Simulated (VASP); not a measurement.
**MgO in VASP: how settings move the PBE single point**

The PBE single point of MgO built on the wurtzite prototype, under +0.5 % equal strain in all directions is repeated with altered inputs. Which of them can be trusted? This is a trial cell built on a prototype, not taken from a measured structure, and it needn't be the compound's ground state.

Program: VASP 6.6.1. PAW datasets, plane waves. The cell comes from a prototype generator: it can be a known phase or a hypothetical one. Spin polarisation is off.

## (1) The cell

The cell comes from an earlier relaxation with r2SCAN in another program, then strained, with the atoms relaxed again.

Space group P6_3mc (No. 186), hexagonal; a = 3.303 Å, c = 5.057 Å in the conventional setting, 11.95 Å³ an atom. Around Mg lie 4 O at 1.98–1.99 Å; around O lie 4 Mg at 1.98–1.99 Å.

Structure file:

```xyz
4
Lattice="3.3030 0.0000 0.0000 -1.6515 2.8605 0.0000 0.0000 0.0000 5.0570" Properties=species:S:1:pos:R:3 pbc="T T T"
Mg    0.0000    1.9070   -0.0491
Mg    1.6515    0.9535    2.4794
O     0.0000    1.9070    1.9455
O     1.6515    0.9535    4.4740
```

## (2) Baseline

Contents of INCAR:

```
ENCUT = 520.000000
SIGMA = 0.020000
EDIFF = 1.00e-07
GGA = PE
PREC = Accurate
IBRION = -1
ISIF = 2
ISMEAR = -1
NBANDS = 16
NELM = 120
NSW = 0
LASPH = .TRUE.
LCHARG = .TRUE.
LELF = .TRUE.
LWAVE = .FALSE.
LREAL = .FALSE.
```

Contents of KPOINTS:

```
KPOINTS created by Atomic Simulation Environment
0
Gamma
12 12 6
0 0 0
```

Contents of POSCAR:

```
Mg O
 1.0000000000000000
     3.3030142312111268    0.0000000000000000    0.0000000000000000
    -1.6515071156055634    2.8604942332903636    0.0000000000000000
     0.0000000000000000    0.0000000000000000    5.0570207850999997
 Mg  O
   2   2
Cartesian
  0.0000000000000001  1.9069961555269093 -0.0491018536440269
  1.6515071156055638  0.9534980777634546  2.4794085389059730
  0.0000000000000001  1.9069961555269093  1.9454846480565273
  1.6515071156055638  0.9534980777634546  4.4739950406065265
```

A file KPOINTS_OPT adds named points for the levels; it doesn't enter the self-consistent loop.

Potentials: the recommended PBE PAW datasets, 16 valence electrons.

Launch:

```console
> mpirun -np 1 vasp_std
```

## (3) Variant 1

Contents of INCAR:

```
ENCUT = 520.000000
SIGMA = 0.020000
PREC = Accurate
IBRION = -1
ISIF = 2
ISMEAR = -1
NBANDS = 16
NELM = 120
NSW = 0
LASPH = .TRUE.
LCHARG = .FALSE.
LWAVE = .FALSE.
LREAL = .FALSE.
GGA = AM
EDIFF = 1e-08
```

KPOINTS is that of step 2.

POSCAR is that of step 2.

## (4) Variant 2

Contents of INCAR:

```
ENCUT = 520.000000
SIGMA = 0.020000
EDIFF = 1.00e-07
GGA = PE
PREC = Accurate
IBRION = -1
ISIF = 2
ISMEAR = -1
NBANDS = 16
NSW = 0
LASPH = .TRUE.
LCHARG = .FALSE.
LWAVE = .FALSE.
LREAL = .FALSE.
NELECT = 15
IVDW = 12
NELM = 76
```

KPOINTS is that of step 2.

POSCAR is that of step 2.

Before running it: what results should come out? Wanted: for each run, changed; ending; energy change; pressure; electronic steps; usable.

As calculated:

| run | changed | ending | energy change (meV/atom) | pressure (GPa) | gap on the mesh (eV; negative: overlap) | electronic steps | time | usable |
| --- | --- | --- | --- | --- | --- | --- | --- | --- |
| ref. | – | converged | 0 | 1.8 | 3.47 | 13 | 68 s | yes |
| 1 | GGA = AM, EDIFF = 1e-08 | converged | – | -0.3 | 3.48 | 16 | 82 s | yes |
| 2 | NELECT = 15, IVDW = 12, NELM = 76 | converged | – | -18.2 | – | 15 | 60 s | no |

**Reading.** Of 2 altered inputs, 1 ended normally on a faulty or unsound input, 1 gave usable results.
